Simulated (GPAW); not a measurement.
Runs of GPAW 26.7.0 on Si2Ni. Symmetry: Fm-3m, No. 225, cubic system. Conventional cell: a = 5.406 Å, b = 5.406 Å, c = 5.406 Å, α = 90.00°, β = 90.00°, γ = 90.00°. Ni (site symmetry m-3m) has 8 Si at 2.34 Å as nearest neighbours. Around Si (site symmetry -43m) lie 4 Ni at 2.34 Å. 

| task | level | potentials or basis | cell | smearing | optimizer | fmax | max steps | convergence | gap on the mesh (eV) | pressure (GPa) | moment (μB) | relaxed volume (Å³/atom) |
| --- | --- | --- | --- | --- | --- | --- | --- | --- | --- | --- | --- | --- |
| single point | PBE | GPAW PAW data sets (gpaw-data 1.2.1), pw | as given | gaussian 0.03 eV | - | - | - | - | none | 5.3 | 0.00 | - |
| single point | PBE | GPAW PAW data sets (gpaw-data 1.2.1), pw | as given | gaussian 0.011 eV | - | - | - | - | none | 5.3 | 0.00 | - |
| relaxation of cell and atoms | RPBE+D4 | the program's PAW data sets (release 1.2.1) made for this functional, pw | relaxed | fermi-dirac 0.05 eV | FIRE | 0.02 eV/Å | 100 | density=1e-05 forces=0.0001 | none | 0.1 | 0.00 | (a) |
| relaxation of cell and atoms | revPBE+D4 | the program's PAW data sets (release 1.2.1) made for this functional, pw | relaxed | fermi-dirac 0.05 eV | BFGS | 0.02 eV/Å | 40 | density=1e-05 forces=0.0001 | none | 0.0 | 0.00 | 12.93 |
| relaxation of cell and atoms | PBE | GPAW PAW data sets (gpaw-data 1.2.1), pw | relaxed | fermi-dirac 0.05 eV | LBFGS | 0.05 eV/Å | 40 | density=1e-05 forces=0.0001 | none | 0.1 | 0.00 | 13.60 |
| single point | PBE | GPAW PAW data sets (gpaw-data 1.2.1), pw | as given | gaussian 0.025 eV | - | - | - | - | none | 5.3 | 0.00 | - |
| relaxation of cell and atoms | RPBE | the program's PAW data sets (release 1.2.1) made for this functional, pw | relaxed | fermi-dirac 0.05 eV | LBFGS | 0.01 eV/Å | 40 | density=1e-05 forces=0.0001 | none | 0.0 | 0.00 | (b) |
| relaxation of cell and atoms | PBE+D4 | GPAW PAW data sets (gpaw-data 1.2.1), pw | relaxed | fermi-dirac 0.05 eV | BFGS | 0.02 eV/Å | 100 | density=1e-05 forces=0.0001 | none | -0.2 | 0.00 | 13.17 |
| relaxation of cell and atoms | RPBE+D3(BJ) | the program's PAW data sets (release 1.2.1) made for this functional, pw | relaxed | fermi-dirac 0.05 eV | BFGS | 0.02 eV/Å | 40 | density=1e-05 forces=0.0001 | none | 0.0 | 0.00 | 11.81 |
| relaxation of cell and atoms | LDA | the program's PAW data sets (release 1.2.1) made for this functional, pw | relaxed | fermi-dirac 0.05 eV | LBFGS | 0.02 eV/Å | 40 | density=1e-05 forces=0.0001 | none | 0.1 | 0.00 | 12.87 |
| single point | PBE | GPAW PAW data sets (gpaw-data 1.2.1), pw | as given | gaussian 0.019 eV | - | - | - | - | none | 5.3 | 0.00 | - |

Alike in all rows: spin collinear, ferromagnetic start; k mesh 9 × 9 × 9; cutoff (eV) 600.

Problem. Fill in the values left out.

Solution. (a) 12.88; (b) 13.87.

Caveats: the stock nickel data set gives pressures a few GPa off other programs; each step starts from the last one's moments, so a moment once lost doesn't come back (some runs); later steps reuse the first step's grids (some runs); pairwise dispersion overbinds metals, which lowers pressure and volume (some runs); the volume moved by -10 % from the deposited cell, more than functionals usually miss (some runs).

A k mesh can miss the band edges.

A gap of «none» marks a metal or a gap under the smearing width.

Not every run made on this cell is shown here.
